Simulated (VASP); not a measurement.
Here is a VASP 6.6.1 calculation.

POSCAR

```
MgO
1.0
    0.0000000000      2.0970013927      2.0970013927
    2.0970013927      0.0000000000      2.0970013927
    2.0970013927      2.0970013927      0.0000000000
Mg O
1 1
Direct
    0.0000000000      0.0000000000      0.0000000000
    0.5000000000      0.5000000000      0.5000000000
```

INCAR.step1

```
PREC     = Accurate       # precision mode
ENCUT    = 520            # plane-wave cutoff, eV
EDIFF    = 1E-8           # SCF threshold, eV
ISMEAR   = 0              # smearing method
SIGMA    = 0.02           # smearing width, eV
LREAL    = False          # projectors in reciprocal space
LASPH    = True           # aspherical terms in the spheres
NELM     = 100            # most SCF steps
ALGO     = Normal         # electronic algorithm
ISIF     = 2              # what is computed and relaxed
LWAVE    = False          # write WAVECAR
LCHARG   = False          # write CHGCAR
GGA      = PE             # functional
LEPSILON = True           # dielectric tensor by DFPT
KPAR     = 4
```

Contents of KPOINTS.step1:

```
Automatic mesh
0
G
  12 12 12
  0 0 0
```

The input INCAR.step2:

```
PREC     = Accurate       # precision mode
ENCUT    = 520            # plane-wave cutoff, eV
EDIFF    = 1E-5           # SCF threshold, eV
ISMEAR   = 0              # smearing method
SIGMA    = 0.02           # smearing width, eV
LREAL    = False          # projectors in reciprocal space
LASPH    = True           # aspherical terms in the spheres
NELM     = 100            # most SCF steps
ALGO     = Normal         # electronic algorithm
ISIF     = 2              # what is computed and relaxed
LWAVE    = True           # write WAVECAR
LCHARG   = False          # write CHGCAR
NBANDS   = 11             # bands
GGA      = PE             # functional
KPAR     = 4
```

The input KPOINTS.step2:

```
Automatic mesh
0
Gamma
  8 8 8
```

INCAR.step3

```
PREC     = Accurate       # precision mode
ENCUT    = 520            # plane-wave cutoff, eV
EDIFF    = 1E-7           # SCF threshold, eV
ISMEAR   = 0              # smearing method
SIGMA    = 0.02           # smearing width, eV
LREAL    = False          # projectors in reciprocal space
LASPH    = True           # aspherical terms in the spheres
NELM     = 100            # most SCF steps
ALGO     = Normal         # electronic algorithm
ISIF     = 2              # what is computed and relaxed
LWAVE    = False          # write WAVECAR
LCHARG   = False          # write CHGCAR
METAGGA  = R2SCAN         # meta-GGA
LHFCALC  = True           # exact exchange
AEXX     = 0.3209         # exact-exchange fraction
LMIXTAU  = True         
PRECFOCK = Fast         
NBANDS   = 11             # bands
ISTART   = 1            
HFRCUT   = -1           
KPAR     = 4
```

The input KPOINTS.step3:

```
Automatic mesh
0
Gamma
  8 8 8
```

KPOINTS_OPT

```
path GXWKGLUWLK,UX
8
line-mode
reciprocal
 0.0000000000  0.0000000000  0.0000000000  G
 0.5000000000  0.0000000000  0.5000000000  X

 0.5000000000  0.0000000000  0.5000000000  X
 0.5000000000  0.2500000000  0.7500000000  W

 0.5000000000  0.2500000000  0.7500000000  W
 0.3750000000  0.3750000000  0.7500000000  K

 0.3750000000  0.3750000000  0.7500000000  K
 0.0000000000  0.0000000000  0.0000000000  G

 0.0000000000  0.0000000000  0.0000000000  G
 0.5000000000  0.5000000000  0.5000000000  L

 0.5000000000  0.5000000000  0.5000000000  L
 0.6250000000  0.2500000000  0.6250000000  U

 0.6250000000  0.2500000000  0.6250000000  U
 0.5000000000  0.2500000000  0.7500000000  W

 0.5000000000  0.2500000000  0.7500000000  W
 0.5000000000  0.5000000000  0.5000000000  L

 0.5000000000  0.5000000000  0.5000000000  L
 0.3750000000  0.3750000000  0.7500000000  K

 0.6250000000  0.2500000000  0.6250000000  U
 0.5000000000  0.0000000000  0.5000000000  X
```

Potentials or basis: VASP PAW PBE potentials, release 64 (Mg, O).

Launch:

```bash
$ cat potpaw_PBE.64/Mg/POTCAR potpaw_PBE.64/O/POTCAR > POTCAR
$ cp INCAR.step1 INCAR
$ cp KPOINTS.step1 KPOINTS
$ mpirun -np 4 vasp_std > vasp.out
$ cp INCAR.step2 INCAR
$ cp KPOINTS.step2 KPOINTS
$ mpirun -np 4 vasp_std > vasp.out
$ cp INCAR.step3 INCAR
$ cp KPOINTS.step3 KPOINTS
$ mpirun -np 4 vasp_std > vasp.out
```

**Question.** Estimate the pressure.

**Answer.** -3.8 GPa.

**Question.** Estimate the band gap on the k mesh.

**Answer.** 8.54 eV, direct.

Levels at the corners of the path, in eV from the valence-band top:
```csv
point,band 1,band 2,band 3,band 4,band 5,band 6,band 7,band 8
Γ,-19.85,0.00,0.00,0.00,8.54,19.99,19.99,19.99
X,-18.19,-4.56,-1.54,-1.54,12.87,14.15,17.81,24.03
X,-18.19,-4.56,-1.54,-1.54,12.87,14.15,17.81,24.03
W,-18.14,-3.30,-3.30,-1.97,15.91,15.91,16.62,20.04
W,-18.14,-3.30,-3.30,-1.97,15.91,15.91,16.62,20.04
K,-18.18,-3.90,-3.00,-1.32,14.05,16.18,17.05,22.94
K,-18.18,-3.90,-3.00,-1.32,14.05,16.18,17.05,22.94
Γ,-19.85,0.00,0.00,0.00,8.54,19.99,19.99,19.99
Γ,-19.85,0.00,0.00,0.00,8.54,19.99,19.99,19.99
L,-18.47,-5.10,-0.76,-0.76,11.75,17.34,20.66,20.66
L,-18.47,-5.10,-0.76,-0.76,11.75,17.34,20.66,20.66
U,-18.18,-3.90,-3.00,-1.32,14.05,16.18,17.05,22.94
U,-18.18,-3.90,-3.00,-1.32,14.05,16.18,17.05,22.94
W,-18.14,-3.30,-3.30,-1.97,15.91,15.91,16.62,20.04
W,-18.14,-3.30,-3.30,-1.97,15.91,15.91,16.62,20.04
L,-18.47,-5.10,-0.76,-0.76,11.75,17.34,20.66,20.66
L,-18.47,-5.10,-0.76,-0.76,11.75,17.34,20.66,20.66
K,-18.18,-3.90,-3.00,-1.32,14.05,16.18,17.05,22.94
U,-18.18,-3.90,-3.00,-1.32,14.05,16.18,17.05,22.94
X,-18.19,-4.56,-1.54,-1.54,12.87,14.15,17.81,24.03
```

Caveat: the PAW data sets were made with another functional, which shifts forces and pressure a little.

**The experiment to reproduce.**

From “Electronic structure of alkaline earth and post-transition metal oxides”, 2009, arxiv:0908.1581, for a bulk crystal of MgO: band gap 7.83 eV.

Against the measured gap of MgO, 7.83 eV (quoted in “Electronic structure of alkaline earth and post-transition metal oxides”, 2009, arxiv:0908.1581), the calculated 8.54 eV is off by +0.71 eV. The value is that of r2SCAN-EpsX, without temperature or zero-point motion. The cell is a database's relaxed one, not the measured one, which moves gaps too.
